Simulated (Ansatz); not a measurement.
The reference is Sb2Te3 in the Bi2Te3 type structure (space group R-3m, No. 166).

```cif
data_Sb6Te9
_chemical_formula_sum 'Sb6 Te9'
_space_group_name_H-M_alt 'R-3m :H'
_space_group_IT_number 166
_space_group_name_Hall '-R 3 2"'
_cell_length_a 4.27610
_cell_length_b 4.27610
_cell_length_c 29.82483
_cell_angle_alpha 90.000
_cell_angle_beta 90.000
_cell_angle_gamma 120.000
loop_
_atom_site_label
_atom_site_type_symbol
_atom_site_symmetry_multiplicity
_atom_site_Wyckoff_symbol
_atom_site_fract_x
_atom_site_fract_y
_atom_site_fract_z
_atom_site_occupancy
Sb1 Sb 6 c 0.00000 0.00000 0.39906 1
Te1 Te 3 a 0.00000 0.00000 0.00000 1
Te2 Te 6 c 0.00000 0.00000 0.21017 1
```
(The calculation used a cell of 5 atoms; values per cell refer to that cell.)

Calculations: PBE-D3(BJ) (Ansatz, a quantum-chemistry and plane-wave program; PAW; 420 eV plane waves; no spin-orbit coupling).

For the base:

```
Property            Value
---------------  --------
Volume per atom  31.49 Å³
```

Perturbation: a hydrostatic pressure of 1.5 GPa.

Q: Predict the new volume per atom.

A: The volume per atom decreases by 1.024 Å³, from 31.49 Å³ to 30.46 Å³.

Load acts through the strain it causes; cell and atoms are relaxed under it. Stability against distortions was not tested. All final runs are without spin polarisation.
